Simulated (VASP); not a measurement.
## GaCo: single point with PBEsol

GaCo:

```
Ga Co
1.0
     2.88310    0.00000    0.00000
     0.00000    2.88310    0.00000
     0.00000    0.00000    2.88310
Ga Co
1 1
Direct
  0.50000 0.50000 0.50000
  0.00000 0.00000 0.00000
```

| Item | Value |
| --- | --- |
| Program | VASP 6.6.1 |
| Task | single point |
| Functional | PBEsol |
| Potentials or basis | VASP PAW PBE potentials, release 64 (Ga_d, Co) |
| Cutoff | 520 eV |
| k mesh | 16 × 16 × 16 |
| Occupations | gaussian, width 0.15 eV |
| Spin | no spin polarisation |
| Dipole correction | no |
| Further INCAR settings | ALGO = Fast; EDIFF = 1e-06; NBANDS = 18 |

| Item | Value |
| --- | --- |
| Pressure | -7.7 GPa |
| Band gap on the k mesh | none (metal or under the smearing width) |

Levels at points of the mesh, in eV from the Fermi level:
```csv
k point,band 9,band 10,band 11,band 12,band 13,band 14
"(0.00, 0.00, 0.00)",-0.70,-0.70,-0.70,5.17,5.17,5.17
"(0.50, 0.00, 0.00)",-1.71,-1.71,-0.69,0.11,10.59,10.59
"(0.50, 0.50, 0.00)",-2.45,-1.19,-1.19,-0.24,2.26,3.14
"(0.50, 0.50, 0.50)",-0.20,-0.20,0.61,3.84,3.84,3.84
```

It took 38 s on 1 thread of Intel(R) Xeon(R) Platinum 8488C (Sapphire Rapids) (shared host), peak memory 0.19 GiB.

Caveat: the PAW data sets were made with another functional, which shifts forces and pressure a little. Spin polarisation is off, so any magnetic state and its effect on volume and gap are missing.
